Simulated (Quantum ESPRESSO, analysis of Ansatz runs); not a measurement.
# Al2O3 (R-3c), nudged elastic band: V_O hop (2.6 Å) (q = +2) (Quantum ESPRESSO), part 2 of 3

How high is the barrier when O changes place in Al2O3 (R-3c)? The case: V_O hop (2.6 Å), charge +2, in a cell of 80 host atoms with 1 O taken out.

Quantum ESPRESSO 7.5; Quantum ESPRESSO plane-wave DFT, PBEsol, GBRV 1.5 PBEsol potentials; nudged elastic band between two relaxed defect structures at fixed charge in a uniform background.

So far: Starting point; Relaxation of the start point, charge +2.

## (3) Relaxation of the end point, charge +2

Level of this step: Quantum ESPRESSO plane-wave DFT, PBEsol, GBRV 1.5 PBEsol potentials; relaxation of all atoms of a defect supercell at fixed charge in a uniform background (Quantum ESPRESSO).

The end point is relaxed in the same cell and settings, so that the two energies compare. Atoms more than 3.2 Å from the middle of the hop start where the first relaxation left them, the nearer ones on or close to their ideal places, with small random displacements.

pw.in

```
&CONTROL
  calculation = 'relax'
  prefix = 'pwscf'
  outdir = './tmp'
  pseudo_dir = './pseudo'
  tprnfor = .true.
  disk_io = 'low'
  nstep = 70
  forc_conv_thr = 0.0012
  etot_conv_thr = 0.0001
/
&SYSTEM
  ibrav = 0
  nat = 79
  ntyp = 2
  ecutwfc = 36
  ecutrho = 288
  nbnd = 192
  occupations = 'fixed'
  tot_charge = 2
  nosym = .true.
/
&ELECTRONS
  conv_thr = 8d-08
  electron_maxstep = 100
  mixing_beta = 0.5
/
&IONS
  ion_dynamics = 'bfgs'
/
ATOMIC_SPECIES
Al    26.9815 al_pbesol_v1.uspp.F.UPF
O     15.9990 o_pbesol_v1.2.uspp.F.UPF
CELL_PARAMETERS angstrom
   4.7750098535    2.7568532772    8.6755440955
  -4.7750098535    2.7568532772    8.6755440955
   0.0000000000   -5.5137065544    8.6755440955
ATOMIC_POSITIONS crystal
Al     0.3221184349    0.3220066832    0.3204896544
Al     0.4259733911    0.4270710336    0.4249870479
[... 4 atom lines left out ...]
O      0.0277631419    0.3761689413    0.2211907468
[... 8 atom lines left out ...]
O      0.4721281340    0.1255123090    0.7784718521
[... 24 atom lines left out ...]
Al     0.8241765743    0.3245478700    0.3227086603
Al     0.9269774140    0.4264569004    0.4250422522
[... 3 atom lines left out ...]
O      0.9715206267    0.1252227381    0.2789891806
[... 5 atom lines left out ...]
Al     0.5731585351    0.0737408281    0.5738895459
Al     0.6753804152    0.1772030851    0.6754233795
[... 2 atom lines left out ...]
O      0.5282021634    0.3759836773    0.7210314487
O      0.6241183967    0.2786615972    0.4727571696
[... 6 atom lines left out ...]
O      0.7216837521    0.5269503382    0.3758866150
[... 7 atom lines left out ...]
Al     0.5742483563    0.5747680052    0.5727566139
[... 6 atom lines left out ...]
O      0.7773467125    0.9727575148    0.6241679416
K_POINTS gamma
```

Command:

```bash
> OMP_NUM_THREADS=1 mpirun -n 8 pw.x -in pw.in > pw.out
```

The log of the run:

```text
[shortened: banners, details of potentials and solvers, and blank lines are left out]
[banner, memory and clock lines left out]
     gamma-point specific algorithms are used
     one sub-group per band group will be used
     bravais-lattice index     =            0
     lattice parameter (alat)  =      19.4252  a.u.
     unit-cell volume          =    4624.1562 (a.u.)^3
     number of atoms/cell      =           79
     number of atomic types    =            2
     number of electrons       =       376.00
     number of Kohn-Sham states=          192
     kinetic-energy cutoff     =      36.0000  Ry
     charge density cutoff     =     288.0000  Ry
     scf convergence threshold =      8.0E-08
     mixing beta               =       0.5000
     number of iterations used =            8  plain     mixing
     energy convergence thresh.=      1.0E-04
     force convergence thresh. =      1.2E-03
     Exchange-correlation= SLA  PW   PSX  PSC
                           (   1   4  10   8   0   0   0)
     nstep                     =           70
     crystal axes: (cart. coord. in units of alat)
               a(1) = (   0.464522   0.268192   0.843974 )
               a(2) = (  -0.464522   0.268192   0.843974 )
               a(3) = (   0.000000  -0.536384   0.843974 )
     PseudoPot. # 1 for Al read from file:
     al_pbesol_v1.uspp.F.UPF
     Pseudo is Ultrasoft + core correction, Zval =  3.0
[...]
PseudoPot. # 2 for O  read from file:
     o_pbesol_v1.2.uspp.F.UPF
     Pseudo is Ultrasoft + core correction, Zval =  6.0
[...]
atomic species   valence    mass     pseudopotential
     Al                3.00    26.98150     Al( 1.00)
     O                 6.00    15.99900     O ( 1.00)
     No symmetry found
     site n.     atom                  positions (alat units)
         1        Al     tau(   1) = (   0.0000519   0.0008437   0.8141097  )
         2        Al     tau(   2) = (  -0.0005099   0.0008234   1.0786253  )
         3        Al     tau(   3) = (  -0.0001896   0.0016344   0.1873687  )
         4        Al     tau(   4) = (   0.0068089   0.0044751   0.4472019  )
         5        O      tau(   5) = (   0.0897859  -0.1339831   0.5280080  )
         6        O      tau(   6) = (   0.1615194   0.0103598   0.7396504  )
         7        O      tau(   7) = (  -0.1618423  -0.0103118   0.5275874  )
         8        O      tau(   8) = (   0.0749081   0.1499897   0.5275148  )
[...]
number of k points=     1
                       cart. coord. in units 2pi/alat
        k(    1) = (   0.0000000   0.0000000   0.0000000), wk =   2.0000000
     Dense  grid:   190929 G-vectors     FFT dimensions: ( 108, 108, 108)
     Smooth grid:    67502 G-vectors     FFT dimensions: (  75,  75,  75)
     starting charge     377.9246, renormalised to     376.0000
     Self-consistent Calculation
     iteration #  1     ecut=    36.00 Ry     beta= 0.50
     total energy              =   -1734.47750015 Ry
     estimated scf accuracy    <      17.86401896 Ry
     iteration #  2     ecut=    36.00 Ry     beta= 0.50
     total energy              =   -1739.09970517 Ry
     estimated scf accuracy    <       3.68189683 Ry
     iteration #  3     ecut=    36.00 Ry     beta= 0.50
     total energy              =   -1739.87455104 Ry
     estimated scf accuracy    <       1.04744065 Ry
[...]
[... 78 further cycles ...]
[...]
estimated scf accuracy    <       0.00000062 Ry
     iteration #  4     ecut=    36.00 Ry     beta= 0.50
     total energy              =   -1740.15364575 Ry
     estimated scf accuracy    <       0.00000008 Ry
     iteration #  5     ecut=    36.00 Ry     beta= 0.50
     total energy              =   -1740.15364576 Ry
     estimated scf accuracy    <          7.8E-09 Ry
     iteration #  6     ecut=    36.00 Ry     beta= 0.50
     End of self-consistent calculation
          k = 0.0000 0.0000 0.0000 (  8449 PWs)   bands (ev):
   -11.7201 -10.8391 -10.7641 -10.6819 -10.6482 -10.5686 -10.5620 -10.5545
   -10.5368 -10.4998 -10.4969 -10.4476  -9.9842  -9.8591  -9.8423  -9.7118
    -9.6888  -9.6175  -9.5624  -9.4613  -9.4469  -9.3858  -9.3694  -9.2302
    -9.1982  -9.1902  -9.1647  -9.1127  -9.1006  -9.0689  -9.0560  -9.0334
    -9.0292  -9.0164  -8.9630  -8.9454  -8.9284  -8.9094  -8.9007  -8.8807
    -8.8767  -8.8698  -8.7811  -8.7398  -8.6897  -8.6270  -8.6232   0.5034
     0.8348   0.8725   0.9294   0.9778   1.0266   1.0803   1.2122   1.2410
     1.3101   1.4740   1.5357   1.6460   1.7284   1.7981   1.8019   1.8518
[...]
highest occupied, lowest unoccupied level (ev):     7.3905   10.9761
!    total energy              =   -1740.15364576 Ry
     estimated scf accuracy    <          5.3E-10 Ry
     The total energy is the sum of the following terms:
     one-electron contribution =    -331.82623407 Ry
     hartree contribution      =     437.89301474 Ry
     xc contribution           =    -484.52715582 Ry
     ewald contribution        =   -1361.69327061 Ry
     convergence has been achieved in   6 iterations
     Forces acting on atoms (cartesian axes, Ry/au):
     atom    1 type  1   force =    -0.00000669   -0.00029508   -0.00027009
     atom    2 type  1   force =     0.00029615   -0.00054387    0.00019312
     atom    3 type  1   force =     0.00078537    0.00081849   -0.00054862
     atom    4 type  1   force =    -0.00051916    0.00006590   -0.00008511
     atom    5 type  2   force =     0.00052291    0.00018360    0.00056187
     atom    6 type  2   force =     0.00037393   -0.00010701    0.00034553
     atom    7 type  2   force =    -0.00036100   -0.00034192    0.00027606
     atom    8 type  2   force =     0.00023653    0.00011925   -0.00037583
[...]
Total force =     0.006222     Total SCF correction =     0.000042
     Energy error            =      1.0E-04 Ry
     Gradient error          =      1.4E-03 Ry/Bohr
     number of scf cycles    =  12
     number of bfgs steps    =  11
     energy             old  =   -1740.1535453341 Ry
     energy             new  =   -1740.1536457593 Ry
     CASE: energy            _new < energy            _old
     new trust radius        =       0.0046045220 bohr
     new conv_thr            =       0.0000000008 Ry
ATOMIC_POSITIONS (crystal)
Al               0.3248010840        0.3243307448        0.3223002619
Al               0.4256348400        0.4278178493        0.4255881492
Al               0.0731527174        0.0755260596        0.0735638356
Al               0.1753286853        0.1742541887        0.1808060512
O                0.2216069801        0.0266682732        0.3788763419
O                0.4726672935        0.1249870847        0.2779818826
O                0.0216051003        0.3702007932        0.2350622047
O                0.3728256071        0.2223607719        0.0292685300
[...]
Self-consistent Calculation
     iteration #  1     ecut=    36.00 Ry     beta= 0.50
     total energy              =   -1740.15369734 Ry
     estimated scf accuracy    <       0.00002711 Ry
     iteration #  2     ecut=    36.00 Ry     beta= 0.50
     total energy              =   -1740.15369902 Ry
     estimated scf accuracy    <       0.00000287 Ry
     iteration #  3     ecut=    36.00 Ry     beta= 0.50
     total energy              =   -1740.15369944 Ry
     estimated scf accuracy    <       0.00000031 Ry
     iteration #  4     ecut=    36.00 Ry     beta= 0.50
     total energy              =   -1740.15369948 Ry
     estimated scf accuracy    <       0.00000004 Ry
     iteration #  5     ecut=    36.00 Ry     beta= 0.50
     total energy              =   -1740.15369948 Ry
     estimated scf accuracy    <          3.7E-09 Ry
     iteration #  6     ecut=    36.00 Ry     beta= 0.50
     End of self-consistent calculation
          k = 0.0000 0.0000 0.0000 (  8449 PWs)   bands (ev):
   -11.7202 -10.8390 -10.7644 -10.6817 -10.6476 -10.5694 -10.5625 -10.5537
   -10.5379 -10.4994 -10.4964 -10.4500  -9.9828  -9.8594  -9.8432  -9.7130
    -9.6892  -9.6186  -9.5621  -9.4617  -9.4471  -9.3848  -9.3699  -9.2287
    -9.2001  -9.1915  -9.1640  -9.1133  -9.1008  -9.0693  -9.0557  -9.0322
    -9.0279  -9.0165  -8.9624  -8.9458  -8.9285  -8.9087  -8.9012  -8.8806
    -8.8763  -8.8696  -8.7821  -8.7392  -8.6883  -8.6264  -8.6227   0.5031
     0.8341   0.8725   0.9293   0.9782   1.0266   1.0805   1.2122   1.2416
     1.3101   1.4741   1.5349   1.6462   1.7283   1.7978   1.8019   1.8521
[...]
highest occupied, lowest unoccupied level (ev):     7.3909   10.9776
!    total energy              =   -1740.15369948 Ry
     estimated scf accuracy    <          2.4E-10 Ry
     The total energy is the sum of the following terms:
     one-electron contribution =    -331.79769839 Ry
     hartree contribution      =     437.87896114 Ry
     xc contribution           =    -484.52757614 Ry
     ewald contribution        =   -1361.70738610 Ry
     convergence has been achieved in   6 iterations
     Forces acting on atoms (cartesian axes, Ry/au):
     atom    1 type  1   force =    -0.00004142   -0.00015889   -0.00022606
     atom    2 type  1   force =     0.00017047   -0.00029990    0.00025829
     atom    3 type  1   force =     0.00058073    0.00075225   -0.00017692
     atom    4 type  1   force =    -0.00007076    0.00049057   -0.00000250
     atom    5 type  2   force =     0.00030331    0.00029358    0.00038822
     atom    6 type  2   force =     0.00031558   -0.00000428    0.00013990
     atom    7 type  2   force =    -0.00008599    0.00036481    0.00015201
     atom    8 type  2   force =     0.00032532   -0.00014894   -0.00021892
[...]
Total force =     0.004716     Total SCF correction =     0.000030
     Energy error            =      5.4E-05 Ry
     Gradient error          =      9.9E-04 Ry/Bohr
     bfgs converged in  13 scf cycles and  12 bfgs steps
     (criteria: energy <  1.0E-04 Ry, force <  1.2E-03 Ry/Bohr)
     End of BFGS Geometry Optimization
     Final energy             =   -1740.1536994839 Ry
Begin final coordinates
ATOMIC_POSITIONS (crystal)
Al               0.3248010840        0.3243307448        0.3223002619
Al               0.4256348400        0.4278178493        0.4255881492
Al               0.0731527174        0.0755260596        0.0735638356
Al               0.1753286853        0.1742541887        0.1808060512
O                0.2216069801        0.0266682732        0.3788763419
O                0.4726672935        0.1249870847        0.2779818826
O                0.0216051003        0.3702007932        0.2350622047
O                0.3728256071        0.2223607719        0.0292685300
[...]
End final coordinates
```

Elapsed: 2.4 min, on 8 MPI ranks of Arm Neoverse V1, shared host; peak memory 1.5 GiB.

Step by step:

```csv
step,energy less that of the first step (eV)
0,0.0000
1,-2.1024
2,-2.8066
3,-2.9970
4,-3.1187
5,-3.1594
6,-3.1970
7,-3.2148
8,-3.2236
9,-3.2292
10,-3.2319
11,-3.2332
12,-3.2340
```

The atoms that moved most (Å):

```csv
atom,dx,dy,dz,length
Al53,-0.097,-0.220,-0.147,0.282
Al13,0.234,-0.012,0.149,0.277
Al42,-0.059,0.120,0.123,0.182
Al41,-0.081,0.105,-0.118,0.177
O16,-0.071,-0.044,-0.076,0.113
O7,-0.001,-0.110,0.015,0.111
Al11,-0.071,-0.081,0.003,0.108
Al4,-0.065,-0.079,0.004,0.102
```

Neighbours of O57 at the end:

```csv
atom,distance (Å)
Al41,1.851
Al2,1.920
Al53,1.944
Al52,2.044
O79,2.466
O16,2.572
O64,2.637
O18,2.675
O56,2.679
```

This step gave:

```yaml
highest_filled_level: 7.391 eV
lowest_empty_level: 10.98 eV
r_m_s_move_of_the_farther_half_of_the_atoms: 0.03519 Å
largest_move_from_the_ideal_geometry_of_this_structure_a_common_shift_of_the_far_atoms_taken_out: 0.2899 Å
```

The relaxation gained 3.234 eV and ended with a largest force component of 0.025 eV/Å. The end lies within 1 meV of the start.

(Continued in part 3 of 3.)

[Logs are printed without paths, hosts, clocks, repeated set-up lines and the standing remarks that a program may print on its own settings, such as how far it seeks lower states.]

[Hosts, paths, dates, database ids (printed as entryN), source tags and the programs' standing remarks are cut or masked in the printed files.]
